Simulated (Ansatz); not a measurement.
Computed with DFT PBE, scalar-relativistic, plane waves, PAW (Ansatz). All cells share a 420 eV cutoff and Γ-centred k meshes spaced at most about 0.3 Å⁻¹ (2π included). No spin polarisation in the final relaxations.

All energies are static (0 K, no zero-point motion). All come from trial cells, and lower structures may exist.

Question: Order these relaxed structures of LiF by energy, lowest first, with the energy over the lowest of them.
1.

```
Li F
1.0
     0.00000    2.74743    4.86278
     1.41783    0.00000    4.86278
     1.41783    2.74743    0.00000
Li F
2 2
Direct
  0.81634 0.81634 0.18366
  0.06634 0.06634 0.43366
  0.18366 0.18366 0.81634
  0.43366 0.43366 0.06634
```

2.

```
Li F
1.0
     0.00000    2.03400    2.03400
     2.03400    0.00000    2.03400
     2.03400    2.03400    0.00000
Li F
1 1
Direct
  0.50000 0.50000 0.50000
  0.00000 0.00000 0.00000
```

Answer: 2 (0 meV/atom), 1 (49 meV/atom). Forms: 2 rock salt type, Fm-3m; 1 Fdd2. Counting F atoms around Li (those within 1.25 times the shortest such distance or 1.15 times the sum of covalent radii): cell 2 has Li 6; cell 1 has Li 4.

Cells relaxed within their symmetry can be saddle points. The Fm-3m cell of LiF came from shaking the Fdd2 one. The part of the Crystallography Open Database at hand lists LiF in space group No. 225; sharing a group (Fm-3m) doesn't make a cell the listed structure. Some structure types and database cells were kept out of the candidates from the start, so a known form may be missing.
